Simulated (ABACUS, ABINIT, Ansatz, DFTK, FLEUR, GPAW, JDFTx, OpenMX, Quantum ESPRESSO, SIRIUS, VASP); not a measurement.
# CoO: 11 runs at one level of theory

```
Co O
1.0
     1.50547    0.86918    2.43993
    -1.50547    0.86918    2.43993
     0.00000   -1.73837    2.43993
Co O
1 1
Direct
  0.00000 0.00000 0.00000
  0.50000 0.50000 0.50000
```

The cell is a database's computed one, not the measured one.

Alike in all runs: task single point; functional PBE; k mesh 11 × 11 × 11; occupations fermi-dirac, width 0.05 eV; collinear spin, ferromagnetic start; no spin-orbit coupling. Pressure is positive in compression and, in plane waves, holds the error of the finite cutoff.

```tsv
program and potentials	plane-wave cutoff (eV)	notes	pressure (GPa)	net moment per atom (μB)
FLEUR, all-electron, FLAPW	-	-	-	1.45
ABINIT, JTH PAW PBE v2.0	707	11.5 valence electrons an atom on average	-0.48	1.45
ABACUS, PseudoDojo NC SR 0.4.1 PBE standard, plane waves	1320	11.5 valence electrons an atom on average	?	?
Ansatz, all-electron LAPW, scalar-relativistic	-	-	-0.11	1.45
JDFTx, PseudoDojo-SR-PBE-0.5-standard with smoothed tails	1306	11.5 valence electrons an atom on average	-0.02	1.49
GPAW, GPAW PAW data sets (gpaw-data 1.2.1)	800	7.5 valence electrons an atom on average	0.53	1.45
Quantum ESPRESSO, SSSP 1.3 efficiency PBE	748	11.5 valence electrons an atom on average	0.10	1.49
VASP, PBE PAW files Co, O, 520 eV	520	7.5 valence electrons an atom on average	-0.65	1.44
DFTK, PseudoDojo SR PBE 0.4.1 standard (PBE)	1306	11.5 valence electrons an atom on average	-0.01	1.49
SIRIUS, all-electron FP-LAPW, apw+lo standard	-	-	-	1.43
OpenMX, OpenMX 2013 PBE set, Co6.0H-s3p2d2, O6.0-s2p2d1, grid cutoff 500 Ry	-	atomic basis; 11.5 valence electrons an atom on average	2.01	1.47
```

Task: Estimate from the other rows what the run with ABACUS, PseudoDojo NC SR 0.4.1 PBE standard, plane waves gave.

Result: Pressure 0.03 GPa; net moment per atom 1.49 μB. The other rows, which needn't bracket it: pressure -0.65 to 2.01; net moment per atom 1.43 to 1.49.
